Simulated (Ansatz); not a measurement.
Write the native input for Ansatz 0.2.0 that does the following.

```
Task                : single point
Functional          : HF
Potentials or basis : Ansatz PAW
Cutoff              : 420 eV (not typed: the program's choice for these potentials)
k mesh              : 5 × 5 × 3
Occupations         : fermi-dirac, width 0.05 eV
Spin                : no spin polarisation
```

Crystal: Pb.

```
Pb
1.0
     3.48000    0.00000    0.00000
    -1.74000    3.01377    0.00000
     0.00000    0.00000    5.59000
Pb
2
Direct
  0.66667 0.33333 0.75000
  0.33333 0.66667 0.25000
```

This isn't the form of Pb at room conditions, which is fcc.

The input as run:

input

```
crystal:
  lattice:
    - [3.48, 0.0, 0.0]
    - [-1.74, 3.0137684052, 0.0]
    - [0.0, 0.0, 5.59]
  atoms:
    - { symbol: Pb, position: [0.6666666667, 0.3333333333, 0.75] }
    - { symbol: Pb, position: [0.3333333333, 0.6666666667, 0.25] }
hamiltonian:
  xc: hf
  pseudopotentials: { kind: paw }
kpoints:
  mp_grid: { grid: [5, 5, 3] }
scf:
  occupations: { method: fermi_dirac, width: 0.05 }
output:
  forces: true
  stress: true
  eigenvalues: true
  write_density: true
  write_potential: true
  elf: true
  volumetric_format: npy
```

It gave:

```json
{
 "Pressure": "9.0 GPa",
 "Band gap on the k mesh": "none (metal or under the smearing width)"
}
```

Caveat: the k mesh is coarse (spacing up to 0.42 Å⁻¹), so the values aren't converged, least of all with exact exchange; the PAW data sets come from PBE, with cores solved anew for the run's functional, which leaves a small shift of forces and pressure; the thresholds are loose for stress.

Wall time 21 s on 1 × NVIDIA H100 80GB HBM3 with 2 threads of AMD EPYC 7R13 Processor (Zen 3), on a shared host, peak memory 1.7 GiB.
